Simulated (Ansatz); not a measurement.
## In: pressure against volume scale

Periodic Kohn-Sham DFT of a crystal at fixed atoms, scaled to volume_scale times the given cell; pressure positive in compression, energy less spherical unpolarised free atoms, largest_vzz the field gradient of largest size among the nuclei. The results are calculated, by Ansatz 0.2.0.

The cell before it is scaled or strained (space group I4/mmm, No. 139):
```
In
1.0
     -1.6947     1.6947     2.2974
      1.6947    -1.6947     2.2974
      1.6947     1.6947    -2.2974
In
1
Direct
  0.00000 0.00000 0.00000
```

Settings of every row: method frozen-core PAW; functional PBE; relativity scalar; k mesh 17x17x17; filling fermi-dirac; smearing width 0.03 eV; wave cutoff 420 eV; paw set soft_2.

Atom start moment: 0 on all atoms.

Limits: field gradient without spin-orbit coupling on heavy atoms; no gap: field gradients move with the k mesh.

| row | volume scale | V (Å³/atom) | pressure (GPa) | largest V_zz (1e21 V/m^2) |
| --- | --- | --- | --- | --- |
| 1 | 0.9405 | 24.822 | 4.736 | -0.617 |
| 2 | 0.98 | 25.865 | 2.523 | -0.603 |
| 3 | 1 | 26.393 | 1.585 | -0.615 |
| 4 | 1.02 | 26.92 | 0.754 | -0.647 |
| 5 | 1.06 | 27.976 | ? | ? |

Question: what pressure should row 5 give?

Worked fit of pressure. Take u = (V_r/V)^(2/3) − 1 with V_r = 26.129 Å³ an atom, which is twice the finite (Eulerian) strain; such expansions in the strain, on which the Birch-Murnaghan equation of state is built, carry the rest volume and the bulk modulus. The shown rows have u = 0.0348, 0.00679, -0.00668, -0.01969. Least squares give pressure = 2.0399 + 69.696 × u + 223.42 × u² GPa; a straight line predicts inner rows, each left out in turn, worse (root mean square 0.1 against 0.0013 GPa). The rows lie off it by 0.000, 0.000, 0.001, 0.000. The withheld row has u = -0.04451, so the fit gives 2.0399 + 69.696 × (-0.04451) + 223.42 × (-0.04451)² = -0.620 GPa.

The calculation gave -0.63 GPa. The fit lies 0.010 GPa (1.6 % of the value, 0.19 % of the column's range) above it; its largest miss of a shown row is 0.001 GPa. This row lies beyond the range of the fit.

The other values of row 5: largest V_zz -0.772 1e21 V/m^2.
